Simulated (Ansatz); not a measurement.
# WS2: the cost of one run

Method: DFT PBE+D3(BJ), scalar-relativistic, plane waves, PAW, in Ansatz 0.2.0.

3 further runs of the same task are left out: 3 set aside as unsound or not needed.

**1. The starting structure**

The structure is hexagonal, space group P-6m2 (No. 187). The conventional cell has a = 3.160 Å, b = 3.160 Å, c = 16.939 Å, α = 90.00°, β = 90.00°, γ = 120.00°. W (site symmetry -6m2) is surrounded by 6 S at 2.41 Å. S (site symmetry 3m) is surrounded by 3 W at 2.41 Å.

Coordinates:

```cif
data_structure
_symmetry_space_group_name_H-M 'P-6m2'
_symmetry_Int_Tables_number 187
_cell_length_a 3.1597
_cell_length_b 3.1597
_cell_length_c 16.9395
_cell_angle_alpha 90.000
_cell_angle_beta 90.000
_cell_angle_gamma 120.000
_cell_volume 146.46
loop_
_atom_site_label
_atom_site_type_symbol
_atom_site_symmetry_multiplicity
_atom_site_Wyckoff_symbol
_atom_site_fract_x
_atom_site_fract_y
_atom_site_fract_z
_atom_site_occupancy
W1 W 1 c 0.33333 0.66667 0.00000 1
S1 S 2 i 0.66667 0.33333 0.90696 1
```

It goes back to an entry of the Materials Project, which need not be the stable form.

It is the result of an earlier relaxation at this level (volume 48.82 Å³/atom; gap on the mesh: 1.92 eV).

**2. Electronic structure at the relaxed geometry**

Input file input.yaml:

```yaml
crystal:
  lattice:
    - [3.15971669, 0.0, 0.0]
    - [-1.579858345, 2.7363949223, 0.0]
    - [0.0, 0.0, 16.9394672491]
  atoms:
    - { symbol: W, position: [0.3333333333, 0.6666666667, 0.0] }
    - { symbol: S, position: [0.6666666667, 0.3333333333, 0.9069626209] }
    - { symbol: S, position: [0.6666666667, 0.3333333333, 0.0930373791] }
basis:
  ecutwfc: 420
kpoints:
  mp_grid: { grid: [12, 12, 2] }
  band_path:
    path:
      - [[0.0, 0.0, 0.0], [0.5, 0.0, 0.0], [0.33333333, 0.33333333, 0.0], [0.0, 0.0, 0.0], [0.0, 0.0, 0.5], [0.5, 0.0, 0.5], [0.33333333, 0.33333333, 0.5], [0.0, 0.0, 0.5]]
      - [[0.5, 0.0, 0.5], [0.5, 0.0, 0.0]]
      - [[0.33333333, 0.33333333, 0.5], [0.33333333, 0.33333333, 0.0]]
    npoints: 14
hamiltonian:
  xc: pbe
  dispersion: d3bj
scf:
  occupations: { method: gaussian, width: 0.02 }
  n_extra_bands: 7
output:
  forces: true
  stress: true
  eigenvalues: true
  populations: true
  dos: { projected: true, de: 0.02, nscf_kmesh: { grid: [18, 18, 3] } }
  bader: true
  write_density: true
  write_potential: true
  elf: true
  volumetric_format: npy
```

The run is started by

```
$ ansatz run input.yaml --threads 1 --pin off --max-ram 2560MiB --backend cpu --events-out ev --progress --plain --runs-dir out
```

**Question.** How long does this run take on 1 thread of AMD EPYC 9R14 (Zen 4), shared host, and how much memory does it need?

About 49 s, with a peak of 0.55 GiB.
